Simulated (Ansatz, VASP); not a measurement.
# Two plane-wave programs on Ni

```xyz
1
Lattice="-1.4239 1.4239 1.4239 1.4239 -1.4239 1.4239 1.4239 1.4239 -1.4239" Properties=species:S:1:pos:R:3 pbc="T T T"
Ni    0.0000    0.0000    0.0000
```

This isn't the form of Ni at room conditions, which is fcc.

Alike in both runs: task single point; functional BLYP; k mesh 25 × 25 × 25; occupations fermi-dirac, width 0.05 eV; collinear spin.

```csv
,VASP,Ansatz
version,VASP 6.6.1,Ansatz 0.2.0
potentials or method,"VASP PAW PBE potentials, release 64 (Ni)","plane waves (420 eV) with PAW, scalar-relativistic"
plane-wave cutoff (eV),520,420
valence electrons in the cell,10,18
```

```tsv
	VASP	Ansatz	Ansatz less VASP
net moment per atom (μB)	0.55	0.56	+0.012
size of the moment on the site where the two differ most (μB)	0.56	0.59	+0.032
```

Site moments also hang on the region over which each program counts them. The two sets of potentials don't hold the same shells in valence.
